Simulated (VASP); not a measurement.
# Se (P4/mmm) in VASP: optical spectrum with LDA

Aim: the optical spectrum of Se with LDA.

Program: VASP 6.6.1. These are calculated values, not measurements. Logs are shortened: lines on timing, memory, paths and dates and some standing lists are left out, and cuts for length are marked.

**1. The undisturbed crystal**

It takes space group P4/mmm (No. 123, tetragonal). Conventional cell: a = 2.635 Å, b = 2.635 Å, c = 4.355 Å, α = 90.00°, β = 90.00°, γ = 90.00°. Se (site symmetry 4/mmm) is surrounded by 4 Se at 2.63 Å.

The cell was built by a generator and needn't be a form met in nature.

**2. Optical spectrum, LDA, spin-orbit coupling, no magnetisation (cell strained at random at fixed volume)**

INCAR reads:

```
PREC = Accurate ; ENCUT = 520
EDIFF = 1E-7 ; ISMEAR = -5
SIGMA = 0.05 ; LREAL = False
LASPH = True ; NELM = 80
ALGO = Normal ; ISIF = 2
LWAVE = False ; LCHARG = False
LNONCOLLINEAR = True ; MAGMOM = 0 0 0
LORBIT = 11 ; LSORBIT = True
GGA_COMPAT = False ; GGA = CA
LOPTICS = True ; NBANDS = 70
NEDOS = 2000 ; CSHIFT = 0.05
```

KPOINTS reads:

```
regular mesh
0
Gamma
  7 7 5
```

POSCAR reads:

```
Se
2.6134
    0.999902425959      0.012055559807     -0.007241907094
    0.012055559807      1.004270681870      0.006507231958
   -0.011969082421      0.010754955231      1.687345603428
Se
1
Direct
    0.5145460000      0.5070760000     -0.0071990000
```

Potentials or basis: VASP PAW LDA potentials, release 64 (Se).

The run is started by

```
$ cat potpaw_LDA.64/Se/POTCAR > POTCAR
$ mpirun -np 1 vasp_ncl > vasp.out
```

OUTCAR:

```text
PREC = Accurate
   ENCUT = 520
   EDIFF = 1E-7
   ISMEAR = -5
   LREAL = False
   LASPH = True
   NELM = 80
   ISIF = 2
   LNONCOLLINEAR = True
   LORBIT = 11
   LSORBIT = True
   GGA = CA

 ion  position               nearest neighbor table
   1  0.515  0.507  0.993-

  LATTYP: Found a triclinic cell.
 ALAT       =     2.6248051880
 B/A-ratio  =     1.9661131640
 C/A-ratio  =     0.9956561599
 COS(alpha) =     0.0000285848
 COS(beta)  =     0.0240094919
 COS(gamma) =     0.5195270244

  Lattice vectors:

 A1 = (   0.0315060000,   2.6245610000,   0.0170060000)
 A2 = (   0.0002260000,   2.6526680000,   4.4267150000)
 A3 = (   2.6131450000,   0.0315060000,  -0.0189260000)

Analysis of symmetry for initial positions (statically):
=====================================================================
 Subroutine PRICEL returns:
 Original cell was already a primitive cell.

 Routine SETGRP: Setting up the symmetry group for a
 triclinic supercell.

 Subroutine GETGRP returns: Found  2 space group operations
 (whereof  1 operations were pure point group operations)
 out of a pool of  2 trial point group operations.

The static configuration has the point symmetry C_1 .
 The point group associated with its full space group is S_2 .

Analysis of symmetry for dynamics (positions and initial velocities):
=====================================================================
 Subroutine PRICEL returns:
 Original cell was already a primitive cell.

 Routine SETGRP: Setting up the symmetry group for a
 triclinic supercell.

 Subroutine GETGRP returns: Found  2 space group operations
 (whereof  1 operations were pure point group operations)
 out of a pool of  2 trial point group operations.

The dynamic configuration has the point symmetry C_1 .
 The point group associated with its full space group is S_2 .

Analysis of structural, dynamic, and magnetic symmetry:
=====================================================================
 Subroutine PRICEL returns:
 Original cell was already a primitive cell.

 Routine SETGRP: Setting up the symmetry group for a
 triclinic supercell.

 Subroutine GETGRP returns: Found  2 space group operations
 (whereof  1 operations were pure point group operations)
 out of a pool of  2 trial point group operations.

The overall configuration has the point symmetry C_1 .
 The point group associated with its full space group is S_2 .

[... 141 lines left out ...]
 number of electron       6.0000000 magnetization      -0.0000000     -0.0000000     -0.0000000

 Free energy of the ion-electron system (eV)
  ---------------------------------------------------
  ext. energy  EPLUGINS =         0.00000000
  ---------------------------------------------------
  free energy    TOTEN  =        -4.01924319 eV

  energy without entropy =       -4.01924319  energy(sigma->0) =       -4.01924319

 E-fermi :   1.8343     XC(G=0):  -8.5530

 val. band max:        1.3993781905   @ k =  -0.4286   0.2857   0.4000
 cond. band min:       1.6741059100   @ k =   0.2857   0.4286   0.2000
 fundamental gap:      0.2747277195
 Fermi energy:         1.8343241992

 k-point     1 :       0.0000    0.0000    0.0000
  band No.  band energies     occupation
      1     -13.9653      1.00000
      2     -13.9653      1.00000
      3      -1.7467      1.00000
      4      -1.7467      1.00000
      5       4.9918      0.00000
      6       4.9918      0.00000
[... 481 lines left out ...]
      5       0.6696      1.00000
      6       0.6696      1.00000
[... 10 lines left out ...]
     17      14.7326      0.00000
     18      14.7326      0.00000

 [... further k-points ...]

 [bands above 18 left out]

------------------------ aborting loop because EDIFF is reached ----------------------------------------

  FORCE on cell =-STRESS in cart. coord.  units (eV):
  Direction    XX          YY          ZZ          XY          YZ          ZX
  --------------------------------------------------------------------------------------
  -------------------------------------------------------------------------------------
  Total       -0.3936329     -0.3696215     -0.2674297     -0.0632571      0.0006647      0.0034854
  in kB      -20.8581363    -19.5857977    -14.1707795     -3.3519186      0.0352234      0.1846867
  external PRESSURE =     -18.2049045 kB  Pullay stress =       0.0000000 kB

 VOLUME and BASIS-vectors are now :
 -----------------------------------------------------------------------------
  energy-cutoff  :      520.00
  volume of cell :       30.24
      direct lattice vectors                 reciprocal lattice vectors
     2.613145000  0.031506000 -0.018926000     0.382756128 -0.004612500  0.002744457
     0.031506000  2.624561000  0.017006000    -0.004612500  0.381087422 -0.002461728
    -0.031280000  0.028107000  4.409709000     0.001660536 -0.001489456  0.226793606

 POSITION                                       TOTAL-FORCE (eV/Angst)
 -----------------------------------------------------------------------------------
      1.32950      1.37497      4.37685        -0.000000      0.000000      0.000000
 -----------------------------------------------------------------------------------
    total drift:                               -0.000005      0.000005     -0.000001

  FREE ENERGIE OF THE ION-ELECTRON SYSTEM (eV)
  ---------------------------------------------------
  free  energy   TOTEN  =        -4.0192431909 eV

  energy  without entropy=       -4.0192431909  energy(sigma->0) =       -4.01924319

 Spin-Orbit-Coupling matrix elements

 Ion:    1  E_soc:     -0.0588287
 l=   1
     0.0000000    -0.0105964    -0.0082828
    -0.0105964     0.0000000    -0.0105351
    -0.0082828    -0.0105351     0.0000000
 l=   2
     0.0000000    -0.0000016     0.0000000    -0.0000016    -0.0000002
    -0.0000016     0.0000000     0.0000033    -0.0000005    -0.0000015
     0.0000000     0.0000033     0.0000000     0.0000034     0.0000000
    -0.0000016    -0.0000005     0.0000034     0.0000000    -0.0000014
    -0.0000002    -0.0000015     0.0000000    -0.0000014     0.0000000
 l=   3
     0.0000000     0.0000000     0.0000000     0.0000000     0.0000000     0.0000000     0.0000000
     0.0000000     0.0000000     0.0000000     0.0000000     0.0000000     0.0000000     0.0000000
     0.0000000     0.0000000     0.0000000     0.0000000     0.0000000     0.0000000     0.0000000
     0.0000000     0.0000000     0.0000000     0.0000000     0.0000000     0.0000000     0.0000000
     0.0000000     0.0000000     0.0000000     0.0000000     0.0000000     0.0000000     0.0000000
     0.0000000     0.0000000     0.0000000     0.0000000     0.0000000     0.0000000     0.0000000
     0.0000000     0.0000000     0.0000000     0.0000000     0.0000000     0.0000000     0.0000000

 total charge

# of ion       s       p       d       tot
------------------------------------------
    1        1.529   2.120   0.056   3.705

 magnetization (x)

# of ion       s       p       d       tot
------------------------------------------
    1        0.000  -0.000  -0.000  -0.000

 magnetization (y)

# of ion       s       p       d       tot
------------------------------------------
    1        0.000   0.000  -0.000   0.000

 magnetization (z)

# of ion       s       p       d       tot
------------------------------------------
    1        0.000  -0.000  -0.000   0.000
```

stdout:

```text
POSCAR found type information on POSCAR Se
 POSCAR found :  1 types and       1 ions
 scaLAPACK will be used
 LDA part: xc-table for (Slater(with rela. corr.)+CA(PZ))
 , standard interpolation
 POSCAR, INCAR and KPOINTS ok, starting setup
 FFT: planning ... GRIDC
[... 28 lines left out ...]
|                                                                             |
|     Integration of the imaginary part of the dielectric function by         |
|     means of the tetrahedron method is not supported for metallic           |
|     systems. VASP will skip the calculation of the optical properties.      |
|     Please rerun with ISMEAR > -4.                                          |
|                                                                             |
 -----------------------------------------------------------------------------
```

Wall time 3.8 min (1 thread of AMD EPYC 9R45 (Zen 5), shared host); peak memory 0.36 GiB.

What came out:

* Free energy: -4.0192 eV
* Pressure: -1.8 GPa
* Valence electrons inside the program's atomic spheres: Se 3.71
